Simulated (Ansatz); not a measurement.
Ansatz input

```yaml
crystal:
  lattice:
    - [-1.8106882002, 1.8106882002, 1.8106882002]
    - [1.8106882002, -1.8106882002, 1.8106882002]
    - [1.8106882002, 1.8106882002, -1.8106882002]
  atoms:
    - { symbol: Hf, position: [0.0, 0.0, 0.0] }
hamiltonian:
  xc: revpbe
  pseudopotentials:
    kind: paw
    azcp:
      Hf: "pseudopotentials/Hf.paw.azcp"
basis:
  ecutwfc: 420
  fft_grid_basis: typed
kpoints:
  mp_grid: { grid: [14, 14, 14], shift: [0, 0, 0] }
magnetization:
  spin_polarized: false
scf:
  occupations: { method: fermi_dirac, width: 0.1 }
  lower_state_search: "off"
output:
  stress: true
```

Output

```
Engine: ansatz 0.2.0, x86_64-unknown-linux-gnu
Pseudopotentials: kind: paw
Pseudopotential: Hf, paw, valence charge 26, recommended cutoff 420 eV (normal) 
Functional definition: revPBE
  parameter kappa = 1.245
  parameter beta = 0.06672455060314922
  exchange = pbe_x(kappa = kappa, mu = beta*pi^2/3)
  correlation = pbe_c(beta = beta)
Crystal: 1 atoms, lattice volume = 23.746 Å³
Basis set: ecut = 420 eV, 459 PW (Γ)
Bands: 17, of which v1, the nominal top of the filled ones, is band 13 counted from 1 (12 counted from 0)
Symmetry: 48 space group operations
Space group: Im-3m (ITA 229), of the structure as read, at distance tolerance 2.9e-5 Å
k-points: 104 of 2744
Non-local potential: Hf, projectors of the file, l = 0: 3, l = 1: 2, l = 2: 2, l = 3: 3
PAW form: soft (Blöchl's): semilocal exchange-correlation on the pseudo side does not see the compensation charge
PAW frozen core: Hf, regenerated for the run's functional, and the local potential with it (the file was generated under x = pbe(κ = 0.804, μ = 0.2195149727645171), c = pbe(β = 0.06672455060314922))
PAW one-centre angular grid: Hf, 590 points (default); XC on 64 Gauss nodes
Initial density: superposition of atomic densities (neutral atoms: chi_scale 0, normalization atom), corrected by the library's trained network
Initial wavefunctions: pseudopotential atomic-orbital guess
Functional: x = revpbe(κ = 1.245, μ = 0.2195149727645171), c = pbe(β = 0.06672455060314922)
SCF iter   1: F=—  HF=-15730.043213 eV  |F-HF|=—  |Δ(HF+E_count)|=         —  Δρ=2.17e-3  dr2=3.21e-4  ethr=1.77e-3  ⟨swp⟩=4.5  Hψ=7293  notcnv=0
SCF iter   2: F=—  HF=-15730.043385 eV  |F-HF|=—  |Δ(HF+E_count)|=   1.72e-4  Δρ=1.33e-3  dr2=1.34e-4  ethr=1.24e-6  ⟨swp⟩=2.5  Hψ=3906  notcnv=0
SCF iter   3: F=—  HF=-15730.043530 eV  |F-HF|=—  |Δ(HF+E_count)|=   1.45e-4  Δρ=2.95e-4  dr2=1.07e-5  ethr=5.16e-7  ⟨swp⟩=2.0  Hψ=2720  notcnv=0
SCF iter   4: F=—  HF=-15730.043520 eV  |F-HF|=—  |Δ(HF+E_count)|=   9.88e-6  Δρ=1.24e-4  dr2=2.34e-6  ethr=4.11e-8  ⟨swp⟩=2.0  Hψ=3134  notcnv=0
SCF iter   5: F=—  HF=-15730.043520 eV  |F-HF|=—  |Δ(HF+E_count)|=   1.95e-7  Δρ=3.08e-5  dr2=1.08e-7  ethr=9.01e-9  ⟨swp⟩=3.0  Hψ=3056  notcnv=0
SCF iter   6: F=-15730.043520 eV  HF=-15730.043520 eV  |F-HF|=1.18e-9  |Δ(HF+E_count)|=   9.06e-8  Δρ=9.37e-6  dr2=9.86e-9  ethr=3.85e-10  ⟨swp⟩=4.5  Hψ=6442  notcnv=0
SCF 1 converged in 6 iterations: F = -15730.043520 eV  dr2 = 9.86e-9
SCF converged after 6 iterations
Free energy (F): -15730.043520 eV
Harris-Foulkes:  -15730.043520 eV  (|F-HF|=1.18e-9)
Internal energy: -15729.973561 eV  (E = F + TS)
E sigma→0 (E₀):  -15730.008541 eV
Entropy (-TS):   -0.069959 eV (-69.959 meV/atom)
Fermi energy:    18.383808 eV
--- Per-component energies (eV) ---
  E_band       = 2.136020
  E_kinetic    = 422.361194
  E_local      = -5226.233448  (includes V_loc(G=0)·N_el)
  E_nonlocal   = -1245.860116
  E_hartree    = 2446.290490
  E_xc         = -299.569129
  E_vxc        = -264.979994  (∫ρ·V_xc dr)
  E_paw        = -6935.750582  (= ΣΔE_a)
  E_vpaw       = 1424.274970  (= ΣTr[D̂ρ^β])
  E_aug_tail   = -0.000001  (compensation charges beyond the density's cutoff)
  E_ewald      = -4891.079801
  E_core_change = -0.132168  (= ΣΔE_core)
  E_smearing   = -0.069959  (= −TS)
  E_closure    = -0.000000  (closes the sum)
  Σ components = -15730.043520   (vs F -15730.043520, Δ=0.00e0)
--- Stress (GPa, compression-positive) ---
       -3.503788       0.000000      -0.000000
        0.000000      -3.503788      -0.000000
        0.000000      -0.000000      -3.503788
  P = ⅓ Tr σ = -3.5038 GPa (-35.038 kbar)
```

Launched by

```sh
ansatz run input.yaml --threads 2 --pin off --max-ram 5120MiB --backend cpu --events-out ev --progress --plain --runs-dir out
```

On 2 threads of Intel(R) Xeon(R) 6975P-C (Granite Rapids) (shared host) this took about 0.74 s of wall time and 1.2 s of CPU time.
